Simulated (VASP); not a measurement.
# Er (Im-3m) in VASP: single point with PBE

Aim: the single point of Er with PBE.

Program: VASP 6.6.1. These are calculated values, not measurements. Logs are shortened: lines on timing, memory, paths and dates and some standing lists are left out, and cuts for length are marked.

### Step 1. The crystal as given

The structure is cubic, space group Im-3m (No. 229). Conventional cell: a = 4.076 Å, b = 4.076 Å, c = 4.076 Å, α = 90.00°, β = 90.00°, γ = 90.00°. Er (site symmetry m-3m) has 8 Er at 3.53 Å as nearest neighbours.

The cell was built by a generator and needn't be a form met in nature.

### Step 2. Single point, PBE, collinear spin, typed start

The input, INCAR:

```
ALGO = Normal
EDIFF = 1E-6
ENCUT = 520
GGA = PE
ISIF = 2
ISMEAR = 0
ISPIN = 2
LASPH = T
LCHARG = F
LMAXMIX = 6
LORBIT = 11
LREAL = F
LWAVE = F
MAGMOM = 2.62
NBANDS = 21
NELM = 150
PREC = Accurate
SIGMA = 0.05
```

The input, KPOINTS:

```
k-points
0
Gamma
  16 16 16
```

The input, POSCAR:

```
Er
1.0
   -2.0380880610      2.0380880610      2.0380880610
    2.0380880610     -2.0380880610      2.0380880610
    2.0380880610      2.0380880610     -2.0380880610
Er
1
Direct
    0.0000000000      0.0000000000      0.0000000000
```

Potentials or basis: VASP PAW PBE potentials, release 64 (Er).

Command:

```
> cat potpaw_PBE.64/Er/POTCAR > POTCAR
> mpirun -np 1 vasp_std > vasp.out
```

OUTCAR:

```text
EDIFF = 1E-6
   ENCUT = 520
   GGA = PE
   ISIF = 2
   ISMEAR = 0
   ISPIN = 2
   LASPH = T
   LORBIT = 11
   LREAL = F
   NELM = 150
   PREC = Accurate

 ion  position               nearest neighbor table
   1  0.000  0.000  0.000-

  LATTYP: Found a body centered cubic cell.
 ALAT       =     4.0761761220

  Lattice vectors:

 A1 = (  -2.0380880610,   2.0380880610,   2.0380880610)
 A2 = (   2.0380880610,  -2.0380880610,   2.0380880610)
 A3 = (   2.0380880610,   2.0380880610,  -2.0380880610)

Analysis of symmetry for initial positions (statically):
=====================================================================
 Subroutine PRICEL returns:
 Original cell was already a primitive cell.

 Routine SETGRP: Setting up the symmetry group for a
 body centered cubic supercell.

 Subroutine GETGRP returns: Found 48 space group operations
 (whereof 48 operations were pure point group operations)
 out of a pool of 48 trial point group operations.

The static configuration has the point symmetry O_h .

Analysis of symmetry for dynamics (positions and initial velocities):
=====================================================================
 Subroutine PRICEL returns:
 Original cell was already a primitive cell.

 Routine SETGRP: Setting up the symmetry group for a
 body centered cubic supercell.

 Subroutine GETGRP returns: Found 48 space group operations
 (whereof 48 operations were pure point group operations)
 out of a pool of 48 trial point group operations.

The dynamic configuration has the point symmetry O_h .

Analysis of structural, dynamic, and magnetic symmetry:
=====================================================================
 Subroutine PRICEL returns:
 Original cell was already a primitive cell.

 Routine SETGRP: Setting up the symmetry group for a
 body centered cubic supercell.

 Subroutine GETGRP returns: Found 48 space group operations
 (whereof 48 operations were pure point group operations)
 out of a pool of 48 trial point group operations.

The overall configuration has the point symmetry O_h .

 Subroutine INISYM returns: Found 48 space group operations
 (whereof 48 operations are pure point group operations),
 and found     1 'primitive' translations

----------------------------------------------------------------------------------------

                                     Primitive cell

  volume of cell :      33.8633

  direct lattice vectors                    reciprocal lattice vectors
    -2.038088061  2.038088061  2.038088061     0.000000000  0.245327967  0.245327967
     2.038088061 -2.038088061  2.038088061     0.245327967  0.000000000  0.245327967
     2.038088061  2.038088061 -2.038088061     0.245327967  0.245327967  0.000000000

  length of vectors
     3.530072072  3.530072072  3.530072072     0.346946138  0.346946138  0.346946138

  position of ions in fractional coordinates (direct lattice)
     0.000000000  0.000000000  0.000000000

  ion indices of the primitive-cell ions
   primitive index   ion index
                 1           1

----------------------------------------------------------------------------------------

 KPOINTS: k-points

Automatic generation of k-mesh.
 Grid dimensions read from file:
 generate k-points for:   16   16   16

 Generating k-lattice:

  Cartesian coordinates                     Fractional coordinates (reciprocal lattice)
     0.000000000  0.015332998  0.015332998     0.062500000  0.000000000  0.000000000
     0.015332998  0.000000000  0.015332998     0.000000000  0.062500000  0.000000000
     0.015332998  0.015332998  0.000000000     0.000000000  0.000000000  0.062500000

  Length of vectors
     0.021684134  0.021684134  0.021684134

  Shift w.r.t. Gamma in fractional coordinates (k-lattice)
     0.000000000  0.000000000  0.000000000

 Subroutine IBZKPT returns following result:
 ===========================================

 Found    145 irreducible k-points:

 Following reciprocal coordinates:
            Coordinates               Weight
  0.000000  0.000000  0.000000      1.000000
  0.062500  0.000000  0.000000     12.000000
  0.125000  0.000000  0.000000     12.000000
  0.187500  0.000000  0.000000     12.000000
  0.250000  0.000000  0.000000     12.000000
  0.312500  0.000000  0.000000     12.000000
[... 16 lines left out ...]
  0.187500  0.187500  0.000000     24.000000
  0.250000  0.187500 -0.000000     48.000000
 [... further k-points ...]
   k-points           NKPTS =    145   k-points in BZ     NKDIM =    145   number of bands    NBANDS=     21
   number of dos      NEDOS =    301   number of ions     NIONS =      1
   total plane-waves  NPLWV =  21952
   dimension x,y,z NGX =    28 NGY =   28 NGZ =   28
   dimension x,y,z NGXF=    56 NGYF=   56 NGZF=   56
   ions per type =               1
   NGX,Y,Z   is equivalent  to a cutoff of  13.19, 13.19, 13.19 a.u.
   NGXF,Y,Z  is equivalent  to a cutoff of  26.37, 26.37, 26.37 a.u.
 SYSTEM =  unknown system
   PREC   = accura    normal or accurate (medium, high low for compatibility)
   ISTART =      0    job   : 0-new  1-cont  2-samecut
   ICHARG =      2    charge: 1-file 2-atom 10-const
   ISPIN  =      2    spin polarized calculation?
   LNONCOLLINEAR =      F non collinear calculations
   LSORBIT =      F    spin-orbit coupling
   LASPH  =      T    aspherical Exc in radial PAW
   ENCUT  =  520.0 eV  38.22 Ry    6.18 a.u.   6.56  6.56  6.56*2*pi/ulx,y,z
   NELM   =    150;   NELMIN=  2; NELMDL= -5     # of ELM steps
   EDIFF  = 0.1E-05   stopping-criterion for ELM
   LREAL  =      F    real-space projection
   EDIFFG = 0.1E-04   stopping-criterion for IOM
   NSW    =      0    number of steps for IOM
   IBRION =     -1    ionic relax: 0-MD 1-quasi-New 2-CG
   NFREE  =      0    steps in history (QN), initial steepest desc. (CG)
   ISIF   =      2    stress and relaxation
   ISYM   =      2    0-nonsym 1-usesym 2-fastsym
   POTIM  = 0.5000    time-step for ionic-motion
   TEBEG  =    0.0;   TEEND  =   0.0 temperature during run
   PSTRESS=    0.0 pullay stress
   NELECT =      22.0000    total number of electrons
   NUPDOWN=      -1.0000    fix difference up-down
   EMIN   =  10.00;   EMAX   =-10.00  energy-range for DOS
   EFERMI =   0.00;   METHOD = LEGACY
   ISMEAR =     0;   SIGMA  =   0.05  broadening in eV -4-tet -1-fermi 0-gaus
   EFERMI_NEDOS =   21; number of points for ismear=-14 and -15
   IALGO  =     38    algorithm
   IMIX   =      4    mixing-type and parameters
     AMIX     =   0.40;   BMIX     =  1.00
     AMIX_MAG =   1.60;   BMIX_MAG =  1.00
  volume/ion in A,a.u.               =      33.86       228.52
  Fermi-wavevector in a.u.,A,eV,Ry     =   1.417880  2.679405 27.352927  2.010383
  Thomas-Fermi vector in A             =   2.539064
   LORBIT       =     11    0 simple, 1 ext, 2 COOP (PROOUT), +10 PAW based schemes
   GGA     = PE    functional components
   LHFCALC =     F    Hartree Fock is set to
   AEXX    =    0.0000 exact exchange contribution
   IVDW    =     0    specifies the selected vdW correction
   LEPSILON=     F    determine dielectric tensor
   LRPA    =     F    only Hartree local field effects (RPA)
 spin polarized calculation
 Gauss-broadening in eV      SIGMA  =   0.05
  energy-cutoff  :      520.00
  volume of cell :       33.86
 maximum number of plane-waves:       941
 NGX is ok and might be reduce to    28
   NGX = 13   NGY = 13   NGZ = 13

 number of electron      21.9999987 magnetization       2.3013360

 Free energy of the ion-electron system (eV)
  ---------------------------------------------------
  ext. energy  EPLUGINS =         0.00000000
  ---------------------------------------------------
  free energy    TOTEN  =        -4.96788380 eV

  energy without entropy =       -4.93869393  energy(sigma->0) =       -4.95328887

 E-fermi :   2.3151     XC(G=0):  -9.7288

 val. band max:        2.3149990161   @ k =  -0.4375  -0.4375   0.0625
 cond. band min:       2.3153393704   @ k =  -0.3125   0.3750   0.1250
 fundamental gap:      0.0003403544
 Fermi energy:         2.3150534328

 spin component 1

 k-point     1 :       0.0000    0.0000    0.0000
  band No.  band energies     occupation
      1     -47.2250      1.00000
      2     -21.1236      1.00000
      3     -21.1236      1.00000
      4     -21.1236      1.00000
      5      -2.9446      1.00000
      6      -0.3986      1.00000
[... 13 lines left out ...]
     20      13.1318      0.00000
     21      20.0946      0.00000

 k-point     2 :       0.0625    0.0000    0.0000
  band No.  band energies     occupation
      1     -47.2238      1.00000
      2     -21.1429      1.00000
      3     -21.1297      1.00000
      4     -21.1236      1.00000
      5      -2.8402      1.00000
      6      -0.4029      1.00000
[... 520 lines left out ...]
 k-point    24 :       0.2500    0.1875   -0.0000
  band No.  band energies     occupation
      1     -47.1961      1.00000
      2     -21.4999      1.00000
      3     -21.2787      1.00000
      4     -21.1642      1.00000
      5      -0.4931      1.00000
      6       0.0330      1.00000
[... 13 lines left out ...]
     20      13.8454      0.00000
     21      16.3129      0.00000

 [... further k-points ...]

 spin component 2

 k-point     1 :       0.0000    0.0000    0.0000
  band No.  band energies     occupation
      1     -46.1953      1.00000
      2     -20.3936      1.00000
      3     -20.3936      1.00000
      4     -20.3936      1.00000
      5      -2.9277      1.00000
      6       1.5356      1.00000
[... 13 lines left out ...]
     20      13.0869      0.00000
     21      20.1168      0.00000

 k-point     2 :       0.0625    0.0000    0.0000
  band No.  band energies     occupation
      1     -46.1940      1.00000
      2     -20.4146      1.00000
      3     -20.4001      1.00000
      4     -20.3937      1.00000
      5      -2.8216      1.00000
      6       1.5358      1.00000
[... 520 lines left out ...]
 k-point    24 :       0.2500    0.1875   -0.0000
  band No.  band energies     occupation
      1     -46.1636      1.00000
      2     -20.8013      1.00000
      3     -20.5608      1.00000
      4     -20.4375      1.00000
      5       0.1351      1.00000
      6       1.5528      1.00000
[... 13 lines left out ...]
     20      14.0294      0.00000
     21      16.3525      0.00000

 [... further k-points ...]

------------------------ aborting loop because EDIFF is reached ----------------------------------------

  FORCE on cell =-STRESS in cart. coord.  units (eV):
  Direction    XX          YY          ZZ          XY          YZ          ZX
  --------------------------------------------------------------------------------------
  -------------------------------------------------------------------------------------
  Total        0.0445533      0.0445533      0.0445533      0.0000000     -0.0000000     -0.0000000
  in kB        2.1079564      2.1079564      2.1079564      0.0000000     -0.0000000     -0.0000000
  external PRESSURE =       2.1079564 kB  Pullay stress =       0.0000000 kB

 VOLUME and BASIS-vectors are now :
 -----------------------------------------------------------------------------
  energy-cutoff  :      520.00
  volume of cell :       33.86
      direct lattice vectors                 reciprocal lattice vectors
    -2.038088061  2.038088061  2.038088061     0.000000000  0.245327967  0.245327967
     2.038088061 -2.038088061  2.038088061     0.245327967  0.000000000  0.245327967
     2.038088061  2.038088061 -2.038088061     0.245327967  0.245327967  0.000000000

 POSITION                                       TOTAL-FORCE (eV/Angst)
 -----------------------------------------------------------------------------------
      0.00000      0.00000      0.00000         0.000000      0.000000      0.000000
 -----------------------------------------------------------------------------------
    total drift:                               -0.000000     -0.000000     -0.000000

  FREE ENERGIE OF THE ION-ELECTRON SYSTEM (eV)
  ---------------------------------------------------
  free  energy   TOTEN  =        -4.9678837989 eV

  energy  without entropy=       -4.9386939321  energy(sigma->0) =       -4.95328887

 total charge

# of ion       s       p       d       f       tot
--------------------------------------------------
    1        2.132   5.756   0.330  11.425  19.643

 magnetization (x)

# of ion       s       p       d       f       tot
--------------------------------------------------
    1        0.002  -0.023   0.002   2.347   2.328
```

It took 9.3 min on 1 thread of Intel Xeon Platinum 8488C (Sapphire Rapids), shared host; peak memory 0.34 GiB.

Results:

```yaml
Free_energy: -4.9679 eV
Pressure: 0.2 GPa
Band_gap_on_the_k_mesh: none (metal or under the smearing width)
Net_moment: 2.30 μB per cell
Site_moments: Er +2.33 μB
Valence_electrons_inside_the_program's_atomic_spheres: Er 19.64
```

Caveat: the magnetic or orbital state may not be the lowest; spin-orbit coupling is left out, which moves the levels of the heavy elements. The state reached can hang on the start; a lower one may exist.
